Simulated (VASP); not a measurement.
# GW-BSE spectrum of TiO2, part 2 of 3

Wanted: the lowest vertical excitons of TiO2 and its absorption. The cell has space group P3_121. The start is a cell from a database of measured crystal structures.

VASP 6.6.1, plane waves and PAW; the level of theory is named at each step.

So far. Step 2 (Ground state): The cell has a gap of 3.71 eV on mesh and path and a pressure of -2.4 GPa, which holds the misfit of the given cell and coordinates with this functional, and any error of cutoff, mesh and data sets. Forces of up to 2.1 eV/Å remain in these settings, which points to faulty coordinates in the entry.

## Step 3: Empty bands

Level of this step: LDA, no spin polarisation; plane waves and PAW (Ti_sv_GW, O_GW) (VASP).

The next step needs empty bands that the ground-state run didn't converge, so the Hamiltonian is diagonalised exactly for NBANDS bands, in a single step. LOPTICS writes the k-derivatives of the orbitals (WAVEDER), which give the long-wavelength limit of the screening.

The input, INCAR:

```
SYSTEM = TiO2
PREC = Accurate
ENCUT = 440
ISMEAR = 0
SIGMA = 0.01
LREAL = .FALSE.
GGA = CA
NBANDS = 344
LASPH = .TRUE.
ALGO = Exact
NELM = 1
LWAVE = .TRUE.
LCHARG = .FALSE.
LOPTICS = .TRUE.
NEDOS = 1000
CSHIFT = 0.1
```

The input, POSCAR:

```
TiO2
1.0
    5.2910000000      0.0000000000      0.0000000000
   -2.6455000000      4.5821404114      0.0000000000
    0.0000000000      0.0000000000      6.1330000000
Ti O
3 6
Direct
    0.4530000000      0.0000000000      0.3333333333
    0.0000000000      0.4530000000      0.6666666667
    0.5470000000      0.5470000000      0.0000000000
    0.4080000000      0.3030000000      0.2150000000
    0.6970000000      0.1050000000      0.5483333333
    0.8950000000      0.5920000000      0.8816666667
    0.3030000000      0.4080000000      0.7850000000
    0.1050000000      0.6970000000      0.4516666667
    0.5920000000      0.8950000000      0.1183333333
```

The input, KPOINTS:

```
Automatic mesh
0
Gamma
3 3 4
0 0 0
```

The projector-augmented-wave data sets are Ti_sv_GW and O_GW (LDA family, release 64).

Command:

```console
$ mpirun -np 8 vasp_std
```

What it wrote:

```text
[banner, memory and clock lines left out]
running    8 mpi-ranks, on    1 nodes
 distrk:  each k-point on    8 cores,    1 groups
 distr:  one band on    1 cores,    8 groups

 POSCAR found type information on POSCAR TiO
 POSCAR found :  2 types and       9 ions
 [... a notice as in an earlier step ...]

 LDA part: xc-table for (Slater(with rela. corr.)+CA(PZ))
 , standard interpolation
 found WAVECAR, reading the header
  number of bands has changed, file:    46 present:   344
  trying to continue reading WAVECAR, but it might fail
 POSCAR, INCAR and KPOINTS ok, starting setup
 FFT: planning ... GRIDC
 FFT: planning ... GRID_SOFT
 FFT: planning ... GRID
 reading WAVECAR
 random initialization beyond band           46
 the WAVECAR file was read successfully
 initial charge from wavefunction
 entering main loop
       N       E                     dE             d eps       ncg     rms          rms(c)
DIA:   1    -0.926946856250E+02   -0.92695E+02    0.00000E+00     0   0.000E+00
   1 F= -.92694686E+02 E0= -.92694686E+02  d E =-.115145E-54
 writing wavefunctions
 optical routines
 imaginary and real dielectric function
 recalculating local potential from charge density
 direction            1
 direction            2
 direction            3
```

The job ended after 3.2 min (8 MPI ranks of AMD EPYC 7R43, shared host; peak memory 3.6 GiB).

From OUTCAR (step 3):

```text
 Found     10 irreducible k-points:

   k-points           NKPTS =     10   k-points in BZ     NKDIM =     10   number of bands    NBANDS=    344

   NELECT =      72.0000    total number of electrons

 E-fermi :  -0.6614

 k-point     1 :       0.0000    0.0000    0.0000
  band No.  band energies     occupation
    ...
     32      -1.4973      2.00000
     33      -1.4437      2.00000
     34      -1.0240      2.00000
     35      -0.9969      2.00000
     36      -0.9969      2.00000
     37       2.9881      0.00000
     38       3.5292      0.00000
     39       3.5292      0.00000
     40       3.9643      0.00000
     41       3.9643      0.00000
    ...

 k-point     2 :       0.3333    0.0000    0.0000
  band No.  band energies     occupation
    ...
     32      -1.4711      2.00000
     33      -1.4490      2.00000
     34      -1.3194      2.00000
     35      -1.0958      2.00000
     36      -0.7985      2.00000
     37       3.1454      0.00000
     38       3.2592      0.00000
     39       3.5901      0.00000
     40       3.9006      0.00000
     41       4.2515      0.00000
    ...

  Total       -3.6333047     -3.6333047      0.4445781      0.0000000      0.0000000      0.0000000
  in kB      -39.1501366    -39.1501366      4.7904856      0.0000000      0.0000000      0.0000000
  external PRESSURE =     -24.5032625 kB  Pullay stress =       0.0000000 kB

 POSITION                                       TOTAL-FORCE (eV/Angst)
 -----------------------------------------------------------------------------------
      2.39682      0.00000      2.04433        -2.057892      0.000000      0.000000
     -1.19841      2.07571      4.08867         1.028946     -1.782187      0.000000
      1.44709      2.50643      0.00000         1.028946      1.782187      0.000000
      1.35714      1.38839      1.31860         0.572717     -1.270626      1.182232
      3.41005      0.48112      3.36293         0.814036      1.131300      1.182232
      3.16931      2.71263      5.40726        -1.386753      0.139325      1.182232
      0.52381      1.86951      4.81440        -1.386753     -0.139325     -1.182232
     -1.28836      3.19375      2.77007         0.572717      1.270626     -1.182232
      0.76455      4.10102      0.72574         0.814036     -1.131300     -1.182232
 -----------------------------------------------------------------------------------
    total drift:                               -0.000000     -0.000002      0.000000

  FREE ENERGIE OF THE ION-ELECTRON SYSTEM (eV)
  ---------------------------------------------------
  free  energy   TOTEN  =       -92.6946856250 eV

  energy  without entropy=      -92.6946856250  energy(sigma->0) =      -92.69468563

 plasma frequency squared (from intraband transitions) (eV^2)
  --------------------------------------------------------------------------------------
       0.000       0.000       0.000
       0.000       0.000       0.000
       0.000      -0.000       0.000

[... 8 parts as in an earlier step ...]

[... 5 further parts left out ...]
```

The gap is read on the k-mesh alone, so it is an upper bound where the band edges lie off the mesh.

A gap read on the k-mesh alone can miss the band edges.

Numbers from this step:

* gap on the k-mesh: 3.758 eV
* least direct gap on the k-mesh: 3.813 eV

WAVECAR now holds 344 bands for 72 electrons. Its independent-particle dielectric tensor has xx, yy, zz = 4.0, 4.0, 4.7 on this mesh, which isn't tested for convergence in mesh or bands and lacks local fields.

## Step 4: G0W0

This step: G0W0 on LDA, no spin polarisation; plane waves and PAW (Ti_sv_GW, O_GW) (VASP 6.6.1).

One pass of GW corrects the levels to first order, with G and W from the starting orbitals. LWAVE keeps the quasiparticle levels in WAVECAR, and the W files hold the screened interaction for the next step.

The input, INCAR:

```
SYSTEM = TiO2
PREC = Accurate
ENCUT = 440
ISMEAR = 0
SIGMA = 0.01
LREAL = .FALSE.
GGA = CA
NBANDS = 344
LASPH = .TRUE.
ALGO = EVGW0
NELMGW = 1
ENCUTGW = 100
NOMEGA = 48
PRECFOCK = Fast
NBANDSGW = 48
LWAVE = .TRUE.
LCHARG = .FALSE.
```

POSCAR is that of step 3.

KPOINTS is that of step 3.

Command:

```console
$ mpirun -np 8 vasp_std
```

What it wrote:

```text
[banner, memory and clock lines left out]
running    8 mpi-ranks, on    1 nodes
 distrk:  each k-point on    8 cores,    1 groups
 distr:  one band on    1 cores,    8 groups

 POSCAR found type information on POSCAR TiO
 POSCAR found :  2 types and       9 ions
 [... a notice as in an earlier step ...]

|                                                                             |
|           W    W    AA    RRRRR   N    N  II  N    N   GGGG   !!!           |
|           W    W   A  A   R    R  NN   N  II  NN   N  G    G  !!!           |
|           W    W  A    A  R    R  N N  N  II  N N  N  G       !!!           |
|           W WW W  AAAAAA  RRRRR   N  N N  II  N  N N  G  GGG   !            |
|           WW  WW  A    A  R   R   N   NN  II  N   NN  G    G                |
|           W    W  A    A  R    R  N    N  II  N    N   GGGG   !!!           |
|                                                                             |
|     The default for ENCUTGWSOFT is different in this version of VASP.       |
|     please manually set ENCUTGWSOFT =100 in the INCAR file.                 |
|                                                                             |

 LDA part: xc-table for (Slater(with rela. corr.)+CA(PZ))
 , standard interpolation
 found WAVECAR, reading the header
 POSCAR, INCAR and KPOINTS ok, starting setup
 FFT: planning ... GRIDC
 FFT: planning ... GRID_SOFT
 FFT: planning ... GRID
 reading WAVECAR
 the WAVECAR file was read successfully
 initial charge from wavefunction
 available memory per node:     84.01 GB, setting MAXMEM to     86029

 The Fermi energy was updated, please check that it is located mid-gap
 values below the HOMO (VB) or above the LUMO (CB) will cause erroneous energies
 E-fermi :   1.1091

 calculate exact exchange contribution
 the WAVEDER file was read successfully
energies w=
    0.000    0.000    1.598    0.000    3.190    0.000    4.772    0.000
    6.338    0.000    7.884    0.000    9.408    0.000   10.908    0.000
   12.382    0.000   13.831    0.000   15.256    0.000   16.657    0.000
   18.038    0.000   19.400    0.000   20.748    0.000   22.084    0.000
   23.412    0.000   24.737    0.000   26.063    0.000   27.395    0.000
   28.737    0.000   30.096    0.000   31.478    0.000   32.888    0.000
   34.334    0.000   35.825    0.000   37.368    0.000   38.974    0.000
   40.655    0.000   42.423    0.000   44.295    0.000   46.288    0.000
   48.425    0.000   50.730    0.000   53.236    0.000   55.981    0.000
   59.014    0.000   62.393    0.000   66.196    0.000   70.521    0.000
   75.500    0.000   81.307    0.000   88.182    0.000   96.464    0.000
  106.648    0.000  119.479    0.000  136.147    0.000  158.657    0.000
 responsefunction array rank=     360
 LDA part: xc-table for (Slater(with rela. corr.)+CA(PZ))
 , standard interpolation

 min. memory requirement per mpi rank    362.3 MB, per node   2898.7 MB

 allocating   6 responsefunctions rank=   360
 shmem allocating  48 responsefunctions rank=   360
 response function shared by NCSHMEM nodes    1
 Doing            6  frequencies on each core in blocks of           48
NQ=   1    0.0000    0.0000    0.0000,
|.........|.........|.........|.........|.........|.........|.........|.........
 performed       1128000 updates of chi_q(r,r)
 total number of BLAS operations       1049.86 Gflops
NQ=   2    0.3333    0.0000    0.0000,
|.........|.........|.........|.........|.........|.........|.........|.........
 performed       3115000 updates of chi_q(r,r)
 total number of BLAS operations       2823.33 Gflops
NQ=   3    0.3333    0.3333    0.0000,
|.........|.........|.........|.........|.........|.........|.........|.........
 performed       4342000 updates of chi_q(r,r)
 total number of BLAS operations       3854.32 Gflops
NQ=   4    0.0000    0.0000    0.2500,
|.........|.........|.........|.........|.........|.........|.........|.........
 performed       5734000 updates of chi_q(r,r)
 total number of BLAS operations       5234.87 Gflops
NQ=   5    0.3333    0.0000    0.2500,
|.........|.........|.........|.........|.........|.........|.........|.........
 performed       7721000 updates of chi_q(r,r)
 total number of BLAS operations       7008.35 Gflops
NQ=   6    0.0000    0.3333    0.2500,
|.........|.........|.........|.........|.........|.........|.........|.........
 performed       9708000 updates of chi_q(r,r)
 total number of BLAS operations       8781.82 Gflops
NQ=   7    0.3333    0.3333    0.2500,
|.........|.........|.........|.........|.........|.........|.........|.........
 performed      11166000 updates of chi_q(r,r)
 total number of BLAS operations      10052.74 Gflops
NQ=   8    0.0000    0.0000    0.5000,
|.........|.........|.........|.........|.........|.........|.........|.........
 performed      12294000 updates of chi_q(r,r)
 total number of BLAS operations      11133.61 Gflops
NQ=   9    0.3333    0.0000    0.5000,
|.........|.........|.........|.........|.........|.........|.........|.........
 performed      14281000 updates of chi_q(r,r)
 total number of BLAS operations      12971.37 Gflops
NQ=  10    0.3333    0.3333    0.5000,
|.........|.........|.........|.........|.........|.........|.........|.........
 performed      15508000 updates of chi_q(r,r)
 total number of BLAS operations      14202.12 Gflops
 resolving degeneracies of screened two electron integrals

 calculate QP shifts <psi_nk| G(iteration)W_0 |psi_nk>: iteration 1
 writing wavefunctions
 entering main loop
```

Wall time 19 min (8 MPI ranks); peak memory 3 GiB; 2.5 h of CPU time.

Parts of OUTCAR (step 4):

```text
 Found     10 irreducible k-points:

   k-points           NKPTS =     10   k-points in BZ     NKDIM =     36   number of bands    NBANDS=    344

   NELECT =      72.0000    total number of electrons

 E-fermi :   1.1091

 QP shifts <psi_nk| G(iteration)W_0 |psi_nk>: iteration 1
 for sc-GW calculations column KS-energies equals QP-energies in previous step
 and V_xc(KS)=  KS-energies - (<T + V_ion + V_H > + <T+V_H+V_ion>^1  + <V_x>^1)
 k-point   1 :       0.0000    0.0000    0.0000
  band No.  KS-energies  QP-energies   sigma(KS)   V_xc(KS)     V^pw_x(r,r')   Z            occupation Imag(sigma)
    ...
     33      -1.4437      -1.9620     -19.3669     -18.6477     -23.7244       0.7207       2.0000       0.4114
     34      -1.0240      -1.5146     -19.6012     -18.9203     -23.9305       0.7206       2.0000       0.3897
     35      -0.9969      -1.4315     -19.8225     -19.2186     -24.0178       0.7196       2.0000       0.3850
     36      -0.9969      -1.4315     -19.8225     -19.2186     -24.0178       0.7196       2.0000       0.3850
     37       2.9881       5.1622     -16.6148     -19.5751     -11.1090       0.7344       0.0000      -0.3935
     38       3.5292       5.6433     -16.8755     -19.7939     -11.5803       0.7244       0.0000      -0.4123
     39       3.5292       5.6433     -16.8755     -19.7939     -11.5803       0.7244       0.0000      -0.4123
     40       3.9643       6.0614     -16.5986     -19.4921     -11.2585       0.7248       0.0000      -0.4228
    ...

 k-point   2 :       0.3333    0.0000    0.0000
  band No.  KS-energies  QP-energies   sigma(KS)   V_xc(KS)     V^pw_x(r,r')   Z            occupation Imag(sigma)
    ...
     33      -1.4490      -1.9723     -19.2900     -18.5628     -23.6281       0.7195       2.0000       0.4103
     34      -1.3194      -1.8041     -19.4263     -18.7517     -23.6771       0.7185       2.0000       0.4026
     35      -1.0958      -1.5525     -19.6442     -19.0096     -23.8908       0.7198       2.0000       0.3891
     36      -0.7985      -1.2501     -19.9175     -19.2925     -24.1948       0.7226       2.0000       0.3783
     37       3.1454       5.3043     -16.5000     -19.4354     -11.1006       0.7355       0.0000      -0.3907
     38       3.2592       5.4174     -16.7978     -19.7617     -11.3973       0.7282       0.0000      -0.4019
     39       3.5901       5.7366     -16.8547     -19.8076     -11.4801       0.7269       0.0000      -0.4103
     40       3.9006       6.0378     -17.1289     -20.0972     -11.7566       0.7200       0.0000      -0.4329
    ...

 k-point   3 :       0.3333    0.3333    0.0000
  band No.  KS-energies  QP-energies   sigma(KS)   V_xc(KS)     V^pw_x(r,r')   Z            occupation Imag(sigma)
    ...
     33      -1.6184      -2.0790     -19.4093     -18.7661     -23.6091       0.7162       2.0000       0.4150
     34      -1.0629      -1.5281     -19.7552     -19.1096     -24.0395       0.7206       2.0000       0.3882
     35      -1.0629      -1.5281     -19.7552     -19.1096     -24.0395       0.7206       2.0000       0.3882
     36      -0.8431      -1.3064     -19.8122     -19.1717     -24.1213       0.7235       2.0000       0.3796
     37       3.0761       5.2465     -16.5637     -19.5244     -11.0858       0.7331       0.0000      -0.3987
     38       3.4725       5.6312     -16.8865     -19.8453     -11.5860       0.7296       0.0000      -0.3990
     39       3.4725       5.6312     -16.8865     -19.8453     -11.5860       0.7296       0.0000      -0.3990
     40       4.3301       6.4709     -17.4253     -20.4388     -11.7842       0.7104       0.0000      -0.4843
    ...

[... 8 parts as in an earlier step ...]

[... 5 further parts left out ...]
```

Numbers from this step:

```yaml
quasiparticle_gap_on_the_mesh: 6.401 eV
smallest_direct_quasiparticle_gap_on_the_mesh: 6.487 eV
gap_of_the_starting_orbitals_on_the_mesh: 3.758 eV
```

GW takes the gap from 3.758 to 6.401 eV. The mesh misses a band edge: at the starting level the path gave a gap 0.04 eV smaller. The band edges change places after GW: the least gap now runs from band 36 at (0.333, 0, 0.25) to band 37 at Γ, while the states that bound the starting gap (band 36 at (0, 0, 0.5), band 37 at Γ) lie 6.417 eV apart. The value holds for 344 bands, ENCUTGW = 100 eV and this mesh, and isn't shown to be converged in them.

(Part 2 of 3 ends here.)

[Lines on the potential files, build, host, timing and source positions are cut from VASP's logs without a mark.]

[Logs are printed without paths, hosts, clocks, repeated set-up lines and the standing remarks that a program may print on its own settings, such as how far it seeks lower states.]

[Hosts, paths, dates, database ids (printed as entryN), source tags and the programs' standing remarks are cut or masked in the printed files.]

[Pressures printed for these runs are not shown converged in the cutoff: they can be off by several GPa and have the wrong sign.]
